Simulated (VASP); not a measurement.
# BaTe (R3m) in VASP: further runs

One crystal, BaTe, is run at these levels: PBEsol; tasks: single point.

Program: VASP 6.6.1. These are calculated values, not measurements. Logs are shortened: lines on timing, memory, paths and dates and some standing lists are left out, and cuts for length are marked.

### 1 The cell of the first run

Symmetry: R3m, No. 160, trigonal system. Conventional cell: a = 4.909 Å, b = 4.909 Å, c = 12.025 Å, α = 90.00°, β = 90.00°, γ = 120.00°. Around Ba (site symmetry 3m) lie 3 Te at 3.21 Å. Te (site symmetry 3m) is surrounded by 3 Ba at 3.21 Å.

### 2 Single point, PBEsol (all Te atoms moved -0.500 Å, as atom 2 along Cartesian [1 1 1])

Input file INCAR:

```
ALGO = Normal
EDIFF = 1E-6
ENCUT = 520
GGA = PS
ISIF = 2
ISMEAR = 0
LASPH = T
LCHARG = T
LELF = T
LREAL = F
LVHAR = T
LWAVE = F
NBANDS = 15
NELM = 100
PREC = Accurate
SIGMA = 0.05
```

Input file KPOINTS:

```
k-points
0
Gamma
  8 8 8
```

Input file POSCAR:

```
BaTe
1.0
    0.0000000000      3.4713974052      3.4713974052
    3.4713974052      0.0000000000      3.4713974052
    3.4713974052      3.4713974052      0.0000000000
Ba Te
1 1
Direct
    0.0000000000      0.0000000000      0.0000000000
    0.4584209036      0.4584209036      0.4584209036
```

Potentials or basis: VASP PAW PBE potentials, release 64 (Ba_sv, Te).

The run is started by

```bash
$ cat potpaw_PBE.64/Ba_sv/POTCAR potpaw_PBE.64/Te/POTCAR > POTCAR
$ mpirun -np 1 vasp_std > vasp.out
```

OUTCAR:

```text
EDIFF = 1E-6
   ENCUT = 520
   GGA = PS
   ISIF = 2
   ISMEAR = 0
   LASPH = T
   LREAL = F
   NELM = 100
   PREC = Accurate

 ion  position               nearest neighbor table
   1  0.000  0.000  0.000-   2 3.21   2 3.21   2 3.21   2 3.78   2 3.78   2 3.78
   2  0.458  0.458  0.458-   1 3.21   1 3.21   1 3.21   1 3.78   1 3.78   1 3.78

  LATTYP: Found a face centered cubic cell.
 ALAT       =     6.9427948104

  Lattice vectors:

 A1 = (   0.0000000000,   3.4713974052,   3.4713974052)
 A2 = (   3.4713974052,   0.0000000000,   3.4713974052)
 A3 = (   3.4713974052,   3.4713974052,   0.0000000000)

Analysis of symmetry for initial positions (statically):
=====================================================================
 Subroutine PRICEL returns:
 Original cell was already a primitive cell.

 Routine SETGRP: Setting up the symmetry group for a
 face centered cubic supercell.

 Subroutine GETGRP returns: Found  6 space group operations
 (whereof  6 operations were pure point group operations)
 out of a pool of 48 trial point group operations.

The static configuration has the point symmetry C_3v.

Analysis of symmetry for dynamics (positions and initial velocities):
=====================================================================
 Subroutine PRICEL returns:
 Original cell was already a primitive cell.

 Routine SETGRP: Setting up the symmetry group for a
 face centered cubic supercell.

 Subroutine GETGRP returns: Found  6 space group operations
 (whereof  6 operations were pure point group operations)
 out of a pool of 48 trial point group operations.

The dynamic configuration has the point symmetry C_3v.

 Subroutine INISYM returns: Found  6 space group operations
 (whereof  6 operations are pure point group operations),
 and found     1 'primitive' translations

----------------------------------------------------------------------------------------

                                     Primitive cell

  volume of cell :      83.6648

  direct lattice vectors                    reciprocal lattice vectors
     0.000000000  3.471397405  3.471397405    -0.144034215  0.144034215  0.144034215
     3.471397405  0.000000000  3.471397405     0.144034215 -0.144034215  0.144034215
     3.471397405  3.471397405  0.000000000     0.144034215  0.144034215 -0.144034215

  length of vectors
     4.909297291  4.909297291  4.909297291     0.249474578  0.249474578  0.249474578

  position of ions in fractional coordinates (direct lattice)
[... 90 lines left out ...]
   NELECT =      16.0000    total number of electrons
   NUPDOWN=      -1.0000    fix difference up-down
   EMIN   =  10.00;   EMAX   =-10.00  energy-range for DOS
   EFERMI =   0.00;   METHOD = LEGACY
   ISMEAR =     0;   SIGMA  =   0.05  broadening in eV -4-tet -1-fermi 0-gaus
   EFERMI_NEDOS =   21; number of points for ismear=-14 and -15
   IALGO  =     38    algorithm
   IMIX   =      4    mixing-type and parameters
     AMIX     =   0.40;   BMIX     =  1.00
     AMIX_MAG =   1.60;   BMIX_MAG =  1.00
  volume/ion in A,a.u.               =      41.83       282.30
  Fermi-wavevector in a.u.,A,eV,Ry     =   0.943193  1.782376 12.103916  0.889613
  Thomas-Fermi vector in A             =   2.070876
   LORBIT       =      0    0 simple, 1 ext, 2 COOP (PROOUT), +10 PAW based schemes
   GGA     = PS    functional components
   LHFCALC =     F    Hartree Fock is set to
   AEXX    =    0.0000 exact exchange contribution
   IVDW    =     0    specifies the selected vdW correction
   LEPSILON=     F    determine dielectric tensor
   LRPA    =     F    only Hartree local field effects (RPA)
 non-spin polarized calculation
 Gauss-broadening in eV      SIGMA  =   0.05
  energy-cutoff  :      520.00
  volume of cell :       83.66
 maximum number of plane-waves:      2272
 NGX is ok and might be reduce to    40
   NGX = 19   NGY = 19   NGZ = 19

 number of electron      15.9999999 magnetization

 Free energy of the ion-electron system (eV)
  ---------------------------------------------------
  ext. energy  EPLUGINS =         0.00000000
  ---------------------------------------------------
  free energy    TOTEN  =        -8.89493405 eV

  energy without entropy =       -8.89493405  energy(sigma->0) =       -8.89493405

 E-fermi :   2.2999     XC(G=0):  -8.4784

 val. band max:        2.0020685174   @ k =   0.1250   0.0000   0.0000
 cond. band min:       4.2074784485   @ k =   0.5000   0.5000   0.0000
 fundamental gap:      2.2054099311
 Fermi energy:         2.2998769716

 k-point     1 :       0.0000    0.0000    0.0000
  band No.  band energies     occupation
      1     -24.5639      2.00000
      2      -9.7853      2.00000
      3      -9.7492      2.00000
      4      -9.7492      2.00000
      5      -7.2995      2.00000
      6       1.9741      2.00000
      7       1.9741      2.00000
      8       1.9783      2.00000
      9       5.0830      0.00000
     10       5.2528      0.00000
     11       5.2528      0.00000
     12       5.8809      0.00000
     13       6.2996      0.00000
     14       6.2996      0.00000
[... 401 lines left out ...]
      2     -10.1289      2.00000
      3      -9.7948      2.00000
      4      -9.7571      2.00000
      5      -6.7615      2.00000
      6       0.4608      2.00000
      7       1.2885      2.00000
      8       1.6943      2.00000
      9       5.1818      0.00000
     10       5.7941      0.00000
     11       6.7403      0.00000
     12       7.0647      0.00000
     13       8.3585      0.00000
     14       9.0176      0.00000
     15      10.2444      0.00000

 [... further k-points ...]

------------------------ aborting loop because EDIFF is reached ----------------------------------------

  FORCE on cell =-STRESS in cart. coord.  units (eV):
  Direction    XX          YY          ZZ          XY          YZ          ZX
  --------------------------------------------------------------------------------------
  -------------------------------------------------------------------------------------
  Total        1.2253367      1.2253367      1.2253367     -0.4000539     -0.4000539     -0.4000539
  in kB       23.4651326     23.4651326     23.4651326     -7.6610118     -7.6610118     -7.6610118
  external PRESSURE =      23.4651326 kB  Pullay stress =       0.0000000 kB

 VOLUME and BASIS-vectors are now :
 -----------------------------------------------------------------------------
  energy-cutoff  :      520.00
  volume of cell :       83.66
      direct lattice vectors                 reciprocal lattice vectors
     0.000000000  3.471397405  3.471397405    -0.144034215  0.144034215  0.144034215
     3.471397405  0.000000000  3.471397405     0.144034215 -0.144034215  0.144034215
     3.471397405  3.471397405  0.000000000     0.144034215  0.144034215 -0.144034215

 POSITION                                       TOTAL-FORCE (eV/Angst)
 -----------------------------------------------------------------------------------
      0.00000      0.00000      0.00000        -0.687578     -0.687578     -0.687578
      3.18272      3.18272      3.18272         0.687578      0.687578      0.687578
 -----------------------------------------------------------------------------------
    total drift:                               -0.000156     -0.000156     -0.000156

  FREE ENERGIE OF THE ION-ELECTRON SYSTEM (eV)
  ---------------------------------------------------
  free  energy   TOTEN  =        -8.8949340505 eV

  energy  without entropy=       -8.8949340505  energy(sigma->0) =       -8.89493405
```

Run time: 57 s. Hardware: 1 thread of AMD EPYC 9R14 (Zen 4), shared host; peak memory 0.25 GiB.

What came out:

```yaml
Free_energy: -8.8949 eV
Pressure: 2.3 GPa
Largest_force: 1.191 eV/Å
Band_gap_on_the_k_mesh: 2.21 eV, indirect (least direct gap 2.35 eV)
```

Forces in eV/Å, atoms in the order of the input:
```
Ba  -0.688 -0.688 -0.688
Te   0.688  0.688  0.688
```

Caveat: the PAW data sets were made with another functional, which shifts forces and pressure a little; spin-orbit coupling is left out, which moves the levels of the heavy elements. A k mesh can miss the band edges.

### 3 Single point, PBEsol (all Te atoms moved +0.438 Å, as atom 2 along Cartesian [1 1 1])

Input file INCAR:

```
SYSTEM = BaTe
PREC = Accurate
ENCUT = 520
EDIFF = 1E-6
ISMEAR = 0
SIGMA = 0.05
LREAL = .FALSE.
LASPH = .TRUE.
NELM = 100
ALGO = Normal
ISIF = 2
LWAVE = .FALSE.
LCHARG = .FALSE.
GGA = PS
NBANDS = 15
```

Input file KPOINTS:

```
regular mesh
0
G
  8 8 8
  0 0 0
```

POSCAR, as its differences from that of step 2:

```diff
@@ -9,2 +9,2 @@
     0.0000000000      0.0000000000      0.0000000000
-    0.4584209036      0.4584209036      0.4584209036
+    0.5363817093      0.5363817093      0.5363817093
```

Potentials or basis: VASP PAW PBE potentials, release 64 (Ba_sv, Te).

The run is started by

```bash
$ cat potpaw_PBE.64/Ba_sv/POTCAR potpaw_PBE.64/Te/POTCAR > POTCAR
$ mpirun -np 1 vasp_std > vasp.out
```

Run time: 55 s. Hardware: 1 thread of AMD EPYC 9R14 (Zen 4), shared host; peak memory 0.26 GiB.

It converged, with:

```
Free energy            : -8.9647 eV
Pressure               : 1.9 GPa
Largest force          : 1.042 eV/Å
Band gap on the k mesh : 2.06 eV, indirect (least direct gap 2.24 eV)
```

Forces on the atoms (eV/Å):
```
Ba   0.601  0.601  0.601
Te  -0.601 -0.601 -0.601
```

Stress tensor (GPa, compression positive):
```
 1.89 -0.58 -0.58
-0.58  1.89 -0.58
-0.58 -0.58  1.89
```

Levels at points of the mesh, in eV from the valence-band top:
| k point | band 5 | band 6 | band 7 | band 8 | band 9 | band 10 | band 11 | band 12 |
| --- | --- | --- | --- | --- | --- | --- | --- | --- |
| (0.00, 0.00, 0.00) | -9.35 | 0.00 | 0.00 | 0.00 | 3.06 | 3.19 | 3.19 | 3.69 |
| (0.50, 0.00, 0.00) | -8.52 | -2.06 | -0.88 | -0.76 | 4.00 | 4.83 | 4.95 | 5.27 |
| (0.50, 0.50, 0.50) | -8.61 | -2.06 | -1.02 | -1.02 | 4.26 | 5.12 | 5.12 | 5.39 |
| (0.50, 0.50, 0.00) | -9.05 | -0.87 | -0.42 | -0.18 | 2.06 | 4.81 | 4.85 | 5.62 |

Caveat: the PAW data sets were made with another functional, which shifts forces and pressure a little; spin-orbit coupling is left out, which moves the levels of the heavy elements.

### 4 Single point, PBEsol (all Te atoms moved +0.062 Å, as atom 2 along Cartesian [1 1 1])

Input file INCAR:

```
  PREC = Accurate
  ENCUT = 520
  EDIFF = 1E-6
  ISMEAR = 0
  SIGMA = 0.05
  LREAL = False
  LASPH = True
  NELM = 100
  ALGO = Normal
  ISIF = 2
  LWAVE = False
  LCHARG = False
  GGA = PS
  NBANDS = 15
```

Input file KPOINTS:

```
regular mesh
0
Gamma
  8 8 8
```

POSCAR, as its differences from that of step 3:

```diff
@@ -9,2 +9,2 @@
     0.0000000000      0.0000000000      0.0000000000
-    0.5363817093      0.5363817093      0.5363817093
+    0.5051973870      0.5051973870      0.5051973870
```

The run is started by

```bash
$ cat potpaw_PBE.64/Ba_sv/POTCAR potpaw_PBE.64/Te/POTCAR > POTCAR
$ mpirun -np 1 vasp_std > vasp.out
```

Wall time 56 s (1 thread of AMD EPYC 9R14 (Zen 4), shared host); peak memory 0.25 GiB.

The run converged. Its results:

* Free energy: -9.1863 eV
* Pressure: 0.4 GPa
* Largest force: 0.146 eV/Å
* Band gap on the k mesh: 1.39 eV, indirect (least direct gap 1.77 eV)

Forces in eV/Å, atoms in the order of the input:
```
Ba   0.084  0.084  0.084
Te  -0.084 -0.084 -0.084
```

Levels at points of the mesh, in eV from the valence-band top:
```csv
k point,band 5,band 6,band 7,band 8,band 9,band 10,band 11,band 12
"(0.00, 0.00, 0.00)",-9.63,0.00,0.00,0.00,2.85,2.86,2.86,2.87
"(0.50, 0.00, 0.00)",-8.80,-2.35,-1.19,-1.19,4.11,4.76,4.90,4.91
"(0.50, 0.50, 0.50)",-8.80,-2.35,-1.19,-1.19,4.11,4.77,4.91,4.91
"(0.50, 0.50, 0.00)",-9.41,-1.16,-0.39,-0.38,1.39,4.46,4.65,5.67
```

Caveat: the PAW data sets were made with another functional, which shifts forces and pressure a little; spin-orbit coupling is left out, which moves the levels of the heavy elements. A k mesh can miss the band edges.

### 5 Overview

```tsv
cell	gap on the mesh (eV)	pressure (GPa)	largest force (eV/Å)
all Te atoms moved -0.500 Å, as atom 2 along Cartesian [1 1 1]	2.21	2.3	1.19
all Te atoms moved +0.438 Å, as atom 2 along Cartesian [1 1 1]	2.06	1.9	1.04
all Te atoms moved +0.062 Å, as atom 2 along Cartesian [1 1 1]	1.39	0.4	0.15
```

Alike in all rows: task single point; level PBEsol; potentials or basis VASP PAW PBE potentials, release 64 (Ba_sv, Te); no spin polarisation; k mesh 8 × 8 × 8; cutoff (eV) 520; smearing gaussian 0.05 eV.

Caveats: the PAW data sets were made with another functional, which shifts forces and pressure a little; spin-orbit coupling is left out, which moves the levels of the heavy elements.

Absolute energies hang on the potentials; compare differences alone.
